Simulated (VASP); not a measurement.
Wanted: the native input for a VASP 6.6.1 run.

```yaml
Task: relaxation of cell and atoms
Functional: PBEsol
Potentials_or_basis: VASP PAW PBE potentials, release 64 (Cu)
Cutoff: 600 eV
k_mesh: 8 × 8 × 8
Occupations: gaussian, width 0.1 eV
Spin: no spin polarisation
Further_INCAR_settings: ALGO = Fast; EDIFF = 1e-07; IBRION = 2; EDIFFG = -0.005; NSW = 90; ISIF = 3
```

The structure of Cu lies in POSCAR:

```
Cu
1.0
    0.0000000000      1.8250000000      1.8250000000
    1.8250000000      0.0000000000      1.8250000000
    1.8250000000      1.8250000000      0.0000000000
Cu
1
Direct
    0.0000000000      0.0000000000      0.0000000000
```

One way to write it, as run:

INCAR

```
SYSTEM = Cu
ALGO = Fast ; EDIFF = 1E-7
EDIFFG = -0.005 ; ENCUT = 600
GGA = PS ; IBRION = 2
ISIF = 3 ; ISMEAR = 0
LASPH = .TRUE. ; LCHARG = .FALSE.
LREAL = .FALSE. ; LWAVE = .FALSE.
NELM = 100 ; NSW = 90
PREC = Accurate ; SIGMA = 0.1
```

KPOINTS

```
k-points
0
G
  8 8 8
  0 0 0
```

Potentials or basis: VASP PAW PBE potentials, release 64 (Cu).

The run is started by

```sh
$ cat potpaw_PBE.64/Cu/POTCAR > POTCAR
$ mpirun -np 1 vasp_std > vasp.out
```

It gave:

```yaml
Relaxed_volume: 11.44 Å³/atom
Relaxed_cell: a = 2.529 Å, b = 2.529 Å, c = 2.529 Å, α = 60.00°, β = 60.00°, γ = 60.00°
Space_group_after_relaxing_to_0.05_Å: Fm-3m (No. 225)
Energy_gained_by_relaxing: 20.8 meV/atom
Ionic_steps: 5
Pressure_after_relaxing: -0.1 GPa
Band_gap_on_the_k_mesh: none (metal or under the smearing width)
```

Caveat: the k mesh is coarse (spacing up to 0.37 Å⁻¹), so the values aren't converged; the PAW data sets were made with another functional, which shifts forces and pressure a little.

Run time: 20 s on 1 thread of Intel(R) Xeon(R) Platinum 8488C (Sapphire Rapids) (shared host), peak memory 0.14 GiB.
